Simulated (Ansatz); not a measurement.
The system is CuO (Tenorite).

```
Cu O
1.0
     2.34185   -1.71130    0.00000
     2.34185    1.71130    0.00000
    -0.85003    0.00000    5.05787
Cu O
2 2
Direct
  0.50000 0.00000 0.50000
  0.00000 0.50000 0.00000
  0.41840 0.58160 0.75000
  0.58160 0.41840 0.25000
```

| Property | Result |
| --- | --- |
| Program | Ansatz 0.2.0 |
| Task | relaxation of cell and atoms |
| Functional | r2SCAN |
| Dispersion | rVV10 |
| Potentials or basis | Ansatz PAW |
| Cutoff | 500 eV (not typed: the program's choice for these potentials) |
| k mesh | 10 × 10 × 5 |
| Occupations | fermi-dirac, width 0.05 eV |
| Spin | no spin polarisation |

At the start: volume 10.13 Å³/atom.

Problem. Where does the relaxation end?

Solution. It ends after 15 steps and the volume is 10.61 Å³/atom (+4.7 %); space group P4_2/mmc (No. 131, to 0.05 Å).

Step by step:
```tsv
step	energy change (eV)	largest force (eV/Å)	volume (Å³)
1	0.0000	0.2817	40.54
2	-0.0129	0.2261	40.44
3	-0.0422	0.0711	40.77
4	-0.0515	0.0816	41.17
5	-0.0697	0.0061	41.95
6	-0.0725	0.0050	42.06
7	-0.0745	0.0029	42.32
8	-0.0747	0.0011	42.30
9	-0.0747	0.0003	42.34
10	-0.0748	0.0001	42.30
11	-0.0820	0.0004	42.30
12	-0.0839	0.0010	42.41
13	-0.0846	0.0032	42.47
14	-0.0846	0.0001	42.46
15	-0.0849	0.0000	42.46
```

Final structure:
```cif
data_structure
_symmetry_space_group_name_H-M 'P 1'
_symmetry_Int_Tables_number 1
_cell_length_a 2.8791
_cell_length_b 2.8791
_cell_length_c 5.1222
_cell_angle_alpha 90.005
_cell_angle_beta 90.005
_cell_angle_gamma 89.725
_cell_volume 42.46
loop_
_atom_site_label
_atom_site_type_symbol
_atom_site_fract_x
_atom_site_fract_y
_atom_site_fract_z
_atom_site_occupancy
Cu1 Cu 0.50000 0.00000 0.50000 1
Cu2 Cu 0.00000 0.50000 0.00000 1
O1 O 0.49996 0.50004 0.75000 1
O2 O 0.50004 0.49996 0.25000 1
```

Caveat: the plane-wave basis is chosen anew once the cell has moved, so the energies of steps on either side of that aren't comparable; the run has no spin polarisation, though such a crystal can be magnetic; the PAW data sets come from PBE, with cores solved anew for the run's functional, which leaves a small shift of forces and pressure.
